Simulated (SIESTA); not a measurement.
**Ge under changes of volume**

One of the cells (22.639 Å³/atom); the others are scaled copies at fixed shape and fractional positions:

```xyz
2
Lattice="0.0000 2.8289 2.8289 2.8289 0.0000 2.8289 2.8289 2.8289 0.0000" Properties=species:S:1:pos:R:3 pbc="T T T"
Ge    4.2434    4.2434    4.2434
Ge    2.8289    2.8289    2.8289
```

| Item | Value |
| --- | --- |
| Program | SIESTA 5.4.2 |
| Functional | LDA |
| Potentials or basis | PseudoDojo 0.4 standard (LDA files) |
| Basis | DZP (energy shift 0.003 Ry; two zetas on semicore shells) |
| Grid cutoff | 800 Ry |
| Energy shift | 0.003 Ry |
| k mesh | 8 × 8 × 8 |
| Occupations | fermi-dirac, width 0.05 eV |
| Spin | no spin polarisation |

```tsv
volume (Å³/atom)	energy over the lowest point (meV/atom)	pressure (GPa)
21.281	16.27	4.6
21.733	6.11	2.7
22.186	0.93	1.1
22.639	0.00	-0.4
23.092	2.99	-1.7
23.545	?	?
23.997	19.43	-4.0
```

Q: What does the run at 23.545 Å³/atom give?

A: Energy over the lowest point 9.59 meV/atom; pressure -2.9 GPa.

Worked out: A Birch-Murnaghan fit of order 3 (a polynomial in V^(-2/3)) to the other rows has its minimum at 22.51 Å³/atom with B0 = V·E''(V) = 71 GPa and B' = 4.1. It gives 9.62 meV/atom at 23.545 Å³/atom, against the run's 9.59, and -dE/dV = -2.9 GPa, against -2.9.

Energies are extrapolated to zero smearing.

Caveats: the basis of atomic orbitals isn't converged, which shifts pressures, moduli and gaps.
